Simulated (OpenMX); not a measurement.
Runs of OpenMX 3.8.5 on MnO. Symmetry: Fm-3m, No. 225, cubic system. Conventional cell: a = 4.448 Å, b = 4.448 Å, c = 4.448 Å, α = 90.00°, β = 90.00°, γ = 90.00°. Around Mn (site symmetry m-3m) lie 6 O at 2.22 Å. O (site symmetry m-3m) is surrounded by 6 Mn at 2.22 Å. The cell is a database's computed one.

| cell | pressure (GPa) | moment (μB) |
| --- | --- | --- |
| Fm-3m, 11.0 Å³/atom | 0.3 | (b) |
| I4/mmm, 10.56 Å³/atom | 6.0 | (c) |
| I4/mmm, 10.14 Å³/atom | 13.2 | 4.57 |
| I4/mmm, 11.44 Å³/atom | (a) | 4.85 |
| I4/mmm, 11.9 Å³/atom | -7.3 | 4.92 |

Alike in all rows: task band structure; level PBE; potentials or basis OpenMX 2013 PBE set, Mn6.0-s3p2d2, O6.0-s2p2d1, grid cutoff 400 Ry; spin collinear, ferromagnetic start; k mesh 7 × 7 × 7; smearing fermi-dirac 0.05 eV.

Question: Fill in the values left out.

Answer: (a) -3.5; (b) 4.73; (c) 4.65.

Caveats: the basis of atomic orbitals isn't converged, which shifts pressures, moduli and gaps; a cell with one magnetic atom can't hold antiferromagnetic order, which such compounds often take.
